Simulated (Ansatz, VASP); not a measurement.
## Two plane-wave programs on Sn

POSCAR

```
Sn
1.0
    0.0000000000      3.1790286215      3.2844597805
    3.1790286215      0.0000000000      3.2844597805
    3.1790286215      3.1790286215      0.0000000000
Sn
2
Direct
    0.0000000000      0.0000000000      0.0000000000
    0.2500000000      0.2500000000      0.2500000000
```

INCAR.step1

```
  ALGO = Normal
  EDIFF = 1E-4
  ENCUT = 520
  GGA = PE
  ISMEAR = -1
  LASPH = T
  LCHARG = F
  LREAL = F
  LWAVE = T
  NBANDS = 21
  NELM = 100
  PREC = Accurate
  SIGMA = 0.02
```

Contents of INCAR.step2:

```
  ALGO = Normal
  EDIFF = 1E-6
  ENCUT = 520
  ISIF = 2
  ISMEAR = -1
  ISTART = 1
  LASPH = T
  LCHARG = F
  LMIXTAU = T
  LREAL = F
  LWAVE = F
  METAGGA = R2SCAN
  NBANDS = 21
  NELM = 100
  PREC = Accurate
  SIGMA = 0.02
```

Contents of KPOINTS:

```
k-points
0
Gamma
  6 6 6
```

Input for Ansatz:

```yaml
crystal:
  lattice:
    - [0.0, 3.1790286215, 3.2844597805]
    - [3.1790286215, 0.0, 3.2844597805]
    - [3.1790286215, 3.1790286215, 0.0]
  atoms:
    - { symbol: Sn, position: [0.0, 0.0, 0.0] }
    - { symbol: Sn, position: [0.25, 0.25, 0.25] }
kpoints:
  mp_grid: { grid: [6, 6, 6] }
  band_path:
    path:
      - [0.0, 0.0, 0.0]
      - [0.5, 0.0, 0.5]
      - [0.625, 0.25, 0.625]
      - [0.375, 0.375, 0.75]
      - [0.5, 0.5, 0.5]
      - [0.5, 0.25, 0.75]
    npoints: 1
hamiltonian:
  xc: r2scan
scf:
  occupations: { method: fermi_dirac, width: 0.02 }
  n_extra_bands: 4
output:
  forces: true
  stress: true
  eigenvalues: true
  write_density: true
  write_potential: true
  elf: true
  volumetric_format: npy
```

Change from the starting cell: biaxial_xy strain -3.2%.

Alike in both runs: task single point; functional r2SCAN; k mesh 6 × 6 × 6; occupations fermi-dirac, width 0.02 eV; no spin polarisation.

|  | VASP | Ansatz |
| --- | --- | --- |
| version | VASP 6.6.1 | Ansatz 0.2.0 |
| potentials or method | VASP PAW PBE potentials, release 64 (Sn_d) | plane waves, PAW |
| plane-wave cutoff (eV) | 520 | 500 |
| valence electrons in the cell | 28 | 28 |

```csv
,VASP,Ansatz,Ansatz less VASP
pressure (GPa),3.2,3.3,+0.04
largest component of the traceless stress (GPa),0.82,0.82,+0.001
```

With one functional, cell and mesh, what is left measures potentials, basis and numerics.

Caveats: the PAW data sets were made with another functional, which shifts forces and pressure a little (VASP).
